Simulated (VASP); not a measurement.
# Rb under changes of volume

One of the cells (97.259 Å³/atom); the others are scaled copies at fixed shape and fractional positions:

```
Rb
1.0
    -2.97408    2.97408    2.74893
     2.97408   -2.97408    2.74893
     2.97408    2.97408   -2.74893
Rb
1
Cartesian
  0.0000 0.0000 0.0000
```

This isn't the form of Rb at room conditions, which is bcc.

```yaml
Program: VASP 6.6.1
Functional: PBE
Potentials_or_basis: VASP PAW PBE potentials, release 64 (Rb_sv)
Cutoff: 520 eV
k_mesh: 7 × 7 × 7
Occupations: fermi-dirac, width 0.05 eV
Spin: no spin polarisation
```

| volume (Å³/atom) | energy over the lowest point (meV/atom) | pressure (GPa) |
| --- | --- | --- |
| 89.631 | 0.09 | 0.0 |
| 91.538 | 0.00 | 0.0 |
| 93.445 | 0.58 | -0.1 |
| 97.259 | ? | ? |
| 99.166 | 5.74 | -0.2 |
| 101.073 | 8.43 | -0.2 |

**Question.** What does the run at 97.259 Å³/atom give?

**Answer.** Energy over the lowest point 3.50 meV/atom; pressure -0.2 GPa.

Worked out: A Birch-Murnaghan fit of order 3 (a polynomial in V^(-2/3)) to the other rows has its minimum at 90.82 Å³/atom with B0 = V·E''(V) = 2.8 GPa and B' = 3.7 at fixed shape and positions, which overstates the stiffness. It gives 3.50 meV/atom at 97.259 Å³/atom, against the run's 3.50, and -dE/dV = -0.2 GPa, against -0.2.

Energies are extrapolated to zero smearing.
